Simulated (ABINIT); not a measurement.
## LiF (Griceite): G0W0 with ABINIT, start to end

Wanted: ground state, empty states, screening and self-energy for LiF (Griceite).

Calculated with ABINIT 10.8.3; PBE and many-body steps on it, plane waves.

## (1) Starting point

Symmetry: Fm-3m, No. 225, cubic system. Conventional cell: a = 4.028 Å, b = 4.028 Å, c = 4.028 Å, α = 90.00°, β = 90.00°, γ = 90.00°. Nearest to Li lie 6 F at 2.01 Å. Nearest to F lie 6 Li at 2.01 Å. Farther neighbours and most contacts between anions are not listed.

Structure file:

```cif
data_structure
_symmetry_space_group_name_H-M 'Fm-3m'
_symmetry_Int_Tables_number 225
_cell_length_a 4.0280
_cell_length_b 4.0280
_cell_length_c 4.0280
_cell_angle_alpha 90.000
_cell_angle_beta 90.000
_cell_angle_gamma 90.000
_cell_volume 65.35
loop_
_atom_site_label
_atom_site_type_symbol
_atom_site_symmetry_multiplicity
_atom_site_Wyckoff_symbol
_atom_site_fract_x
_atom_site_fract_y
_atom_site_fract_z
_atom_site_occupancy
Li1 Li 4 a 0.00000 0.00000 0.00000 1
F1 F 4 b 0.50000 0.00000 0.00000 1
```

The cell and positions come from the Crystallography Open Database and are kept as given unless a step says otherwise.

## (2) Ground state

This step: ABINIT 10.8.3; DFT, PBE, plane waves, norm-conserving pseudopotentials.

The ground-state density comes first.

File run.abi:

```
acell 3*1.0 Angstrom
rprim 
  0.000000000000 2.014000000000 2.014000000000
  2.014000000000 0.000000000000 2.014000000000
  2.014000000000 2.014000000000 -0.000000000000
ntypat 2
znucl 3 9
natom 2
typat 1 2
xred 
  0.000000000000 0.000000000000 0.000000000000
  0.500000000000 0.500000000000 0.500000000000
pp_dirpath "pseudos"
pseudos "Li.upf, F.upf"
ecut 36
ngkpt 8 8 8
nshiftk 1
shiftk 0 0 0
kptopt 1
chksymbreak 0
nband 10
occopt 1
tolvrs 1e-10
nstep 60
prtwf 0
optforces 0
optstress 0
indata_prefix "in"
outdata_prefix "out"
tmpdata_prefix "tmp"
```

Command:

```sh
$ OMP_NUM_THREADS=1 mpirun -n 8 abinit run.abi > log
```

Numbers of over 12 decimals in the logs are rounded to 6 here.

Output:

```text
.Version 10.8.3 of ABINIT. v10.8.2 released Aug 2026.

 Symmetries : space group Fm -3 m (#225); Bravais cF (face-center cubic)
================================================================================
 Values of the parameters that define the memory need of the present run
     intxc =       0    ionmov =       0      iscf =       7    lmnmax =       5
     lnmax =       5     mgfft =      30  mpssoang =       3    mqgrid =    3001
     natom =       2  nloc_mem =       1    nspden =       1   nspinor =       1
    nsppol =       1      nsym =      48    n1xccc =    2501    ntypat =       2
    occopt =       1   xclevel =       2
-    mband =          10        mffmem =           1         mkmem =           4
       mpw =        1155          nfft =       27000          nkpt =          29
================================================================================
  Rough estimation (10% accuracy) of disk space for files :
================================================================================

--------------------------------------------------------------------------------
------------- Echo of variables that govern the present computation ------------
--------------------------------------------------------------------------------
 -outvars: echo values of preprocessed input variables --------
            acell      1.8897261259E+00  1.8897261259E+00  1.8897261259E+00 Bohr

      chksymbreak           0
             ecut      3.60000000E+01 Hartree
-          fftalg         312

              ixc     -101130
              kpt      0.00000000E+00  0.00000000E+00  0.00000000E+00
                       1.25000000E-01  0.00000000E+00  0.00000000E+00
                       2.50000000E-01  0.00000000E+00  0.00000000E+00
                       3.75000000E-01  0.00000000E+00  0.00000000E+00
                       5.00000000E-01  0.00000000E+00  0.00000000E+00
                       1.25000000E-01  1.25000000E-01  0.00000000E+00
                       2.50000000E-01  1.25000000E-01  0.00000000E+00
                       3.75000000E-01  1.25000000E-01  0.00000000E+00
                       5.00000000E-01  1.25000000E-01  0.00000000E+00
   [... 18 further rows ...]
                      -3.75000000E-01  5.00000000E-01  1.25000000E-01
                      -2.50000000E-01  5.00000000E-01  2.50000000E-01
         kptrlatt        8    0    0      0    8    0      0    0    8
          kptrlen      4.30589384E+01
P           mkmem           4
            natom           2
            nband          10
            ngfft          30      30      30
             nkpt          29
            nstep          60
             nsym          48
           ntypat           2
              occ      2.000000  2.000000  2.000000  2.000000  2.000000  0.000000
                       0.000000  0.000000  0.000000  0.000000
        optforces           0
        optstress           0
            prtwf           0
            rprim      0.0000000000E+00  2.0140000000E+00  2.0140000000E+00
[...]
spgroup         225

           tolvrs      1.00000000E-10

             xred      0.0000000000E+00  0.0000000000E+00  0.0000000000E+00
[...]
znucl        3.00000    9.00000

================================================================================

 chkinp: Checking input parameters for consistency.

================================================================================
== DATASET  1 ==================================================================
-   mpi_nproc: 8, omp_nthreads: 1 (-1 if OMP is not activated)

--- !DatasetInfo
iteration_state: {dtset: 1, }
dimensions: {natom: 2, nkpt: 29, mband: 10, nsppol: 1, nspinor: 1, nspden: 1, mpw: 1155, }
cutoff_energies: {ecut:  36.0, pawecutdg:  -1.0, }
electrons: {nelect:   1.00000000E+01, charge:   0.00000000E+00, occopt:   1.00000000E+00, tsmear:   1.00000000E-02, }

 Real(R)+Recip(G) space primitive vectors, cartesian coordinates (Bohr,Bohr^-1):
 R(1)=  0.0000000  3.8059084  3.8059084  G(1)= -0.1313747  0.1313747  0.1313747
 R(2)=  3.8059084  0.0000000  3.8059084  G(2)=  0.1313747 -0.1313747  0.1313747
 R(3)=  3.8059084  3.8059084  0.0000000  G(3)=  0.1313747  0.1313747 -0.1313747
 Unit cell volume ucvol=  1.1025670E+02 bohr^3
 Angles (23,13,12)=  6.00000000E+01  6.00000000E+01  6.00000000E+01 degrees

 getcut: wavevector=  0.0000  0.0000  0.0000  ngfft=  30  30  30
         ecut(hartree)=     36.000   => boxcut(ratio)=   2.06592

--- Pseudopotential description ------------------------------------------------
- Li Generated using ONCVPSP code by D. R. Hamann
-  3.00000   3.00000  171031                  znucl, zion, pspdat
12 -101130 1 -1 1944                          pspcod,pspxc,lmax,lloc,mmax
     nproj     2     2     0
  pspatm : epsatm=    2.74360059
         --- l  ekb(1:nproj) -->
[...]
pspatm: atomic psp has been read  and splines computed

- F Generated using ONCVPSP code by D. R. Hamann
-  9.00000   7.00000  171031                  znucl, zion, pspdat
12 -101130 2 -1 832                           pspcod,pspxc,lmax,lloc,mmax
     nproj     2     2     1
  pspatm : epsatm=    4.87625608
         --- l  ekb(1:nproj) -->
[...]
1   -3.955629   -1.291931
             2   -2.441503
 pspatm: atomic psp has been read  and splines computed

   7.61985667E+01                                ecore*ucvol(ha*bohr**3)
--------------------------------------------------------------------------------

_setup2: Arith. and geom. avg. npw (full set) are    1137.021    1137.006

================================================================================

--- !BeginCycle
iteration_state: {dtset: 1, }
solver: {iscf: 7, nstep: 60, nline: 4, wfoptalg: 0, }
tolerances: {tolvrs: 1.00E-10, }

     iter   Etot(hartree)      deltaE(h)  residm     vres2
 ETOT  1  -31.947926793313    -3.195E+01 1.669E-01 1.045E+02
 ETOT  2  -31.964561375793    -1.663E-02 8.094E-04 7.177E+01
 ETOT  3  -31.990029328046    -2.547E-02 1.499E-03 2.299E+00
 ETOT  4  -31.990759094639    -7.298E-04 6.646E-04 9.345E-03
 ETOT  5  -31.990761378694    -2.284E-06 1.832E-04 1.498E-04
 ETOT  6  -31.990761394038    -1.534E-08 9.196E-05 6.269E-06
 ETOT  7  -31.990761394117    -7.883E-11 1.076E-04 1.867E-08
 ETOT  8  -31.990761394121    -4.096E-12 4.822E-05 1.008E-10
 ETOT  9  -31.990761394121    -2.522E-13 5.416E-05 1.898E-12

 At SCF step    9       vres2   =  1.90E-12 < tolvrs=  1.00E-10 =>converged.

--- !ResultsGS
iteration_state: {dtset: 1, }
comment   : Summary of ground state results
lattice_vectors:
- [  0.0000000,   3.8059084,   3.8059084, ]
- [  3.8059084,   0.0000000,   3.8059084, ]
- [  3.8059084,   3.8059084,  -0.0000000, ]
lattice_lengths: [   5.38237,    5.38237,    5.38237, ]
lattice_angles: [ 60.000,  60.000,  60.000, ] # degrees, (23, 13, 12)
lattice_volume:   1.1025670E+02
convergence: {deltae: -2.522E-13, res2:  1.898E-12, residm:  5.416E-05, diffor:  0.000E+00, }
etotal    :  -3.19907614E+01
entropy   :   0.00000000E+00
fermie    :  -3.57929276E-02
cartesian_stress_tensor: null
pressure_GPa: null
xred      :
- [  0.0000E+00,   0.0000E+00,   0.0000E+00, Li]
- [  5.0000E-01,   5.0000E-01,   5.0000E-01,  F]
cartesian_forces: null
force_length_stats: {min: null, max: null, mean: null, }

 Integrated electronic density in atomic spheres:
 ------------------------------------------------
 Atom  Sphere_radius  Integrated_density
    1        2.00000          2.33072837
    2        2.00000          7.09534579
================================================================================

 ----iterations are completed or convergence reached----

 Mean square residual over all n,k,spin=   30.366E-08; max=  54.155E-06
 reduced coordinates (array xred) for    2 atoms
       0.000000000000      0.000000000000      0.000000000000
       0.500000000000      0.500000000000      0.500000000000
 rms dE/dt=  0.0000E+00; max dE/dt=  0.0000E+00; dE/dt below (all hartree)
    1       0.000000000000      0.000000000000      0.000000000000
    2       0.000000000000      0.000000000000      0.000000000000

 cartesian coordinates (angstrom) at end:
    1      0.000000     0.000000     0.000000
    2      2.014000     2.014000     2.014000
 length scales=  1.889726125908  1.889726125908  1.889726125908 bohr
              =  1.000000000000  1.000000000000  1.000000000000 angstroms
 prteigrs : about to open file out_EIG
 Fermi (or HOMO) energy (hartree) =  -0.03579   Average Vxc (hartree)=  -0.36444
 Eigenvalues (hartree) for nkpt=  29  k points:
 kpt#   1, nband= 10, wtk=  0.00195, kpt=  0.0000  0.0000  0.0000 (reduced coord)
  -1.53679   -0.76691   -0.03579   -0.03579   -0.03579    0.29916    0.84586    0.84586
   0.84586    0.86111
 prteigrs : prtvol=0 or 1, do not print more k-points.

--- !EnergyTerms
iteration_state     : {dtset: 1, }
comment             : Components of total free energy in Hartree
kinetic             :  2.15157252958555E+01
hartree             :  8.33874810505752E+00
xc                  : -7.30237829568626E+00
Ewald energy        : -2.04741383175823E+01
psp_core            :  6.91101453022233E-01
local_psp           : -2.75093152449752E+01
non_local_psp       : -7.25050438981244E+00
total_energy        : -3.19907613941210E+01
total_energy_eV     : -8.70512964598444E+02
band_energy         : -5.03991163694276E+00

== END DATASET(S) ==============================================================
================================================================================

 -outvars: echo values of variables after computation  --------
           etotal     -3.1990761394E+01
            nband          10
             nkpt          29
          spgroup         225
 [... the other variables as echoed above ...]

 Calculation completed.
```

Elapsed: 3.2 s, on 8 MPI ranks of Arm Neoverse V1, shared host; peak memory 0.46 GiB.

This step gave:

```
total energy               : -870.5130 eV
gap                        : 9.114 eV
k of the valence top       : 0, 0, 0
k of the conduction bottom : 0, 0, 0
least direct gap           : 9.114 eV
```

The gap is direct, at Γ.

(Part 1 of 3 ends here.)

[Paths, hosts, dates, memory and timing lines, banners, echoed tables and standing remarks are left out of the program output.]

[Logs are printed without paths, hosts, clocks, repeated set-up lines and the standing remarks that a program may print on its own settings, such as how far it seeks lower states.]

[Runs of the session that timed out or met a known fault of the program may be left out.]

[Hosts, paths, dates, database ids (printed as entryN), source tags and the programs' standing remarks are cut or masked in the printed files.]

[G0W0 gaps are taken among the corrected bands and points alone; a level outside them can change the order at an edge.]

[Where Ansatz stands beside ABINIT at settings called matched, ABINIT's density can come from a denser mesh and the files from another edition; pairs whose starting gaps differed by over 0.03 eV were left out, so agreement reads better than it is.]
